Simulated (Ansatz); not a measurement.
# CaF₂ at several levels of theory

One geometry, relaxed with PBE, and single points on it; plane waves with PAW potentials in Ansatz, scalar-relativistic unless the row names spin-orbit coupling. No spin polarisation. Meshes are on the primitive cell of 3 atoms. Gaps are the least over mesh and band path; pressure is positive in compression. Smearing is Gaussian, 0.02 eV. Stresses of the hybrids are converged loosely, to a few tenths of a GPa.

```yaml
crystal:
  lattice:
    - [0.00000, 2.75521, 2.75521]
    - [2.75521, 0.00000, 2.75521]
    - [2.75521, 2.75521, 0.00000]
  atoms:
    - { symbol: Ca, position: [0.00000, 0.00000, 0.00000] }
    - { symbol: F, position: [0.25000, 0.25000, 0.25000] }
    - { symbol: F, position: [0.75000, 0.75000, 0.75000] }
```

| level | cutoff (eV) | k mesh | gap (eV) | pressure (GPa) | rough cost with bands (core-min) |
| --- | --- | --- | --- | --- | --- |
| HSE06 | 420 | 6×6×6 | 9.20 | -1.8 | 8 |
| PBE0 | 420 | 6×6×6 | 9.97 | -2.0 | 7 |